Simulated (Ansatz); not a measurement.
# A low-energy model for MoS2 (1H sheet): bands, U and J, part 2 of 2

Wanted: the parameters of a Hubbard-Kanamori model for MoS2 (1H sheet).

Ansatz 0.2.0; non-magnetic PBEsol, then constrained RPA, plane waves, PAW.

So far. Step 2 (PBEsol bands and orbital weights): The gap is direct, at (0.333, 0.333, 0.000). Step 3 (Constrained RPA: Mo d, bands v1 to c4, 6×6×1 mesh …): On the Mo d shell, screening brings the on-site interaction from 8.8 eV down to U = 2.45 eV.

### Step 4. Constrained RPA: Mo d + anion p, bands v7 to c4, 6×6×1 mesh, medium accuracy

Level of this step: constrained RPA on PBEsol, plane waves, PAW (Ansatz).

input.yaml

```yaml
crystal:
  lattice:
    - [-2.71969099, 1.57021433, 0.0]
    - [0.0, -3.14042865, 0.0]
    - [0.0, 0.0, 30.26341314]
  atoms:
    - { symbol: Mo, position: [0.0, 0.0, 0.3124002101] }
    - { symbol: S, position: [0.3333333333, 0.6666666667, 0.3638940654] }
    - { symbol: S, position: [0.3333333333, 0.6666666667, 0.2609063547] }
  periodic: [true, true, false]
kpoints:
  mp_grid: { grid: [12, 12, 1] }
hamiltonian:
  xc: pbesol
scf:
  occupations: { method: gaussian, width: 0.08 }
  n_extra_bands: 19
  max_iter: 150
  lower_state_search: "off"
output:
  crpa:
    kmesh: [6, 6, 1]
    target_bands: [v7, c4]
    projections: [{ species: Mo, l: d, shell: 4 }, { species: S, l: p, shell: 3 }]
  local_orbitals:
    kmesh: [12, 12, 1]
    orbitals: [{ species: Mo, l: d, shell: 4 }, { species: S, l: p, shell: 3 }]
    window: { bands: [v7, c4] }
    seedname: lo
```

The run is started by

```sh
$ ansatz run input.yaml --threads 4 --pin off --max-ram 14745MiB --backend cpu --events-out ev --progress --plain --runs-dir out
```

Numbers of over 12 decimals in the logs are rounded to 6 here.

The log of the run:

```text
[...]
Crystal: 3 atoms, lattice volume = 258.480 Å³
Basis set: ecut = 420 eV, 5009 PW (Γ)
Bands: 32, of which v1, the nominal top of the filled ones, is band 13 counted from 1 (12 counted from 0)
Symmetry: 12 space group operations
[...]
k-points: 19 of 144 (time reversal used)
[...]
SCF iter   1: F=—  HF=-6670.139530 eV  |F-HF|=—  |Δ(HF+E_count)|=         —  Δρ=3.33e-3  dr2=3.78e-2  ethr=1.77e-3  ⟨swp⟩=12.4  Hψ=5475  notcnv=0  defer=137
[...]
SCF iter   7: F=-6670.142298 eV  HF=-6670.142298 eV  |F-HF|=1.83e-8  |Δ(HF+E_count)|=   6.07e-9  Δρ=3.59e-6  dr2=1.21e-8  ethr=3.85e-10  ⟨swp⟩=21.8  Hψ=6127  notcnv=0
SCF 1 converged in 7 iterations: F = -6670.142298 eV  dr2 = 1.21e-8
[...]
cRPA screening: q 1/36
cRPA screening: q 2/36
cRPA screening: q 4/36 (q-point 3)
cRPA screening: q 6/36 (q-point 4)
cRPA screening: q 7/36
cRPA screening: q 11/36 (q-point 8)
cRPA screening: q 15/36 (q-point 9)
cRPA screening: q 19/36 (q-point 13)
cRPA screening: q 23/36 (q-point 14)
cRPA screening: q 27/36 (q-point 15)
cRPA screening: q 29/36 (q-point 18)
cRPA screening: q 31/36 (q-point 19)
cRPA screening: q 33/36 (q-point 20)
SCF converged after 7 iterations
Free energy (F): -6670.142298 eV
[...]
Internal energy: -6670.142298 eV  (E = F + TS)
E sigma→0 (E₀):  -6670.142298 eV
Fermi energy:    -5.065014 eV
[...]
--- Band table (eV; the first three rows and the last of 19) ---
  k-point 0: bands = [... 9 lower, -7.8160, -7.4267, -7.4267, -6.0405, -3.0711, -3.0711, -2.7944, -2.7944, ... 15 higher]
  k-point 1: bands = [... 9 lower, -8.2928, -7.5996, -7.1148, -6.0834, -3.2185, -3.1065, -2.9199, -2.8814, ... 15 higher]
  k-point 2: bands = [... 9 lower, -8.1507, -8.0050, -7.0301, -6.3009, -3.6038, -3.2852, -3.2088, -2.4502, ... 15 higher]
  k-point 18: bands = [... 9 lower, -9.5307, -8.9139, -8.1439, -5.9683, -4.1617, -2.9125, -2.2530, -0.8385, ... 15 higher]
  ° read free of the cell's end (the report's vacuum.weakly_bound_levels)
[...]
χ-basis size per q: N_G = 855..969
[...]
Each shell's averages of U are screened by what lies outside the whole window alone: parameters of one model of all the shells.
[...]
screened: U = 6.7332 eV, U' = 6.0007 eV, J = 0.3771 eV
      screened, to within: U = 2.2e-2 eV, U' = 2.2e-2 eV, J = 6.0e-4 eV
      bare: V = 13.3016 eV, V' = 12.3315 eV, J = 0.4999 eV
    Site 1, 3P, 3 of 3 p orbitals (Wannier functions 6, 7, 8; wannier90's mr 1, 2, 3):
      screened: U = 6.8980 eV, U' = 5.9723 eV, J = 0.4749 eV
      screened, to within: U = 1.9e-2 eV, U' = 1.9e-2 eV, J = 9.3e-4 eV
      bare: V = 12.5218 eV, V' = 11.1541 eV, J = 0.7053 eV
    Site 2, 3P, 3 of 3 p orbitals (Wannier functions 9, 10, 11; wannier90's mr 1, 2, 3):
      screened: U = 6.8980 eV, U' = 5.9723 eV, J = 0.4749 eV
      screened, to within: U = 1.9e-2 eV, U' = 1.9e-2 eV, J = 9.3e-4 eV
      bare: V = 12.5218 eV, V' = 11.1541 eV, J = 0.7053 eV
[...]
```

It took 5.5 min on 4 threads of Arm Neoverse V1, shared host; peak memory 1.9 GiB.

Numbers from this step:

| Quantity | Value |
| --- | --- |
| U | 6.733 eV |
| U prime (inter-orbital) | 6.001 eV |
| J | 0.3771 eV |
| bare V | 13.30 eV |
| bare J | 0.4999 eV |
| stated bound on U | 0.02118 eV |
| U over bare V | 0.5062 |
| electrons in the window | 14 |
| head of the constrained inverse dielectric matrix | 0.8305 |
| least eigenvalue of the projection's overlap | 0.6980 |
| target functions | 11 |
| bands in the sums | 34 |
| r.m.s. miss of the model bands | 3.78e-4 eV |
| width of the target bands | 11.08 eV |
| weight of the projected orbitals in the window | 0.9352 |

On the Mo d shell, screening brings the on-site interaction from 13.3 eV down to U = 6.73 eV.

Kanamori averages over each shell's functions. Crpa shells, by row:

```csv
site,element,shell,orbitals,U (eV),U' (eV),J (eV),bare V (eV),bare V' (eV),bare J (eV),bound on U (eV)
1,Mo,4D,5,6.733,6.001,0.3771,13.3,12.33,0.4999,0.02118
2,S,3P,3,6.898,5.972,0.4749,12.52,11.15,0.7053,0.0182
3,S,3P,3,6.898,5.972,0.4749,12.52,11.15,0.7053,0.0182
```

Projected local orbitals of the target window. The electronic bands at the labelled points (eV, zero at the Fermi level; v1 is the highest filled band, c1 the lowest empty one):

```csv
point,v4,v3,v2,v1,c1,c2,c3,c4
Γ,-2.75,-2.36,-2.36,-0.98,1.99,1.99,2.27,2.27
halfway,-3.39,-2.64,-2.23,-1.67,1.30,1.58,2.11,3.05
M,-4.10,-2.81,-1.78,-1.56,1.50,2.01,3.04,3.58
halfway,-4.10,-3.27,-2.81,-1.21,1.38,2.31,2.66,3.65
K,-4.47,-3.85,-3.08,-0.90,0.90,2.15,2.81,4.23
halfway,-4.16,-2.86,-1.91,-1.71,1.06,1.69,1.86,3.45
Γ,-2.75,-2.36,-2.36,-0.98,1.99,1.99,2.27,2.27
```

The same for Kohn-Sham, solved directly:

```csv
point,v4,v3,v2,v1,c1,c2,c3,c4
Γ,-2.75,-2.36,-2.36,-0.98,1.99,1.99,2.27,2.27
M,-4.10,-2.81,-1.78,-1.56,1.50,2.01,3.04,3.58
K,-4.47,-3.85,-3.08,-0.90,0.90,2.15,2.81,4.23
Γ,-2.75,-2.36,-2.36,-0.98,1.99,1.99,2.27,2.27
```

Onsite levels, by row:

```csv
orbital,level less Fermi level (eV)
Mo1 dz2,-1.32
Mo1 dxz,-0.2235
Mo1 dyz,-0.2235
Mo1 dx2-y2,-1.088
Mo1 dxy,-1.088
S2 pz,-2.471
S2 px,-2.25
S2 py,-2.25
S3 pz,-2.471
S3 px,-2.25
S3 py,-2.25
```

Largest distinct elements between sites. Hoppings, by row:

```csv
from,to,cell,distance (Å),t (eV)
S3 px,Mo1 dxz,1 1 0,2.391,-1.609
S3 py,Mo1 dyz,0 1 0,2.391,-1.058
S2 pz,Mo1 dxz,1 1 0,2.391,1.034
Mo1 dxz,S3 py,0 0 0,2.391,-0.9556
S3 pz,S2 pz,0 0 0,3.117,0.9424
S3 py,S3 py,0 -1 0,3.14,0.9243
S3 px,Mo1 dx2-y2,0 0 0,2.391,0.9044
S3 pz,Mo1 dyz,0 1 0,2.391,0.8958
Mo1 dx2-y2,S2 pz,-1 -1 0,2.391,0.7561
Mo1 dz2,S2 px,-1 -1 0,2.391,0.7454
S2 px,S2 px,-1 -1 0,3.14,0.6704
Mo1 dxy,S2 pz,0 0 0,2.391,0.6548
```

### Step 5. The windows together

Times are wall times on 4 threads of Arm Neoverse V1, shared host, good to a factor of about two.

```csv
target,bands,functions,width (eV),bare V (eV),U (eV),U′ (eV),J (eV),U/V,time
Mo d,v1–c4,5,6.16,8.83,2.45,2.08,0.18,0.28,2 min
Mo d + anion p,v7–c4,11,11.08,13.30,6.73,6.00,0.38,0.51,5.5 min
```

### Step 6. What came out

```
Mo d           : U 2.45 eV, U′ 2.08 eV, J 0.18 eV, bare V 8.8 eV
Mo d + anion p : U 6.73 eV, U′ 6.00 eV, J 0.38 eV, bare V 13.3 eV
method         : constrained RPA on non-magnetic PBEsol, 6×6×1 mesh, static; search for lower states off
```

**Reading.** For Mo d, screening cuts the on-site interaction from 8.83 eV to 2.45 eV. U − 2J differs from U′ by +0.01 eV, so the Kanamori relation holds well. U is 0.40 times the width of the target bands. With the window Mo d + anion p U becomes 6.73 eV and the bare V 13.30 eV, so U/V goes from 0.28 to 0.51. The parent state is non-magnetic and the interaction static (zero frequency); U depends on the window and the orbitals, so it belongs to this model alone. A window that holds the anion p bands defines a model with explicit ligands; its U belongs to that model and is not the U of DFT+U.

[Paths, hosts, dates, memory and timing lines, banners, echoed tables and standing remarks are left out of the program output.]

[Logs are printed without paths, hosts, clocks, repeated set-up lines and the standing remarks that a program may print on its own settings, such as how far it seeks lower states.]

[Runs of the session that timed out or met a known fault of the program may be left out.]

[Hosts, paths, dates, database ids (printed as entryN), source tags and the programs' standing remarks are cut or masked in the printed files.]
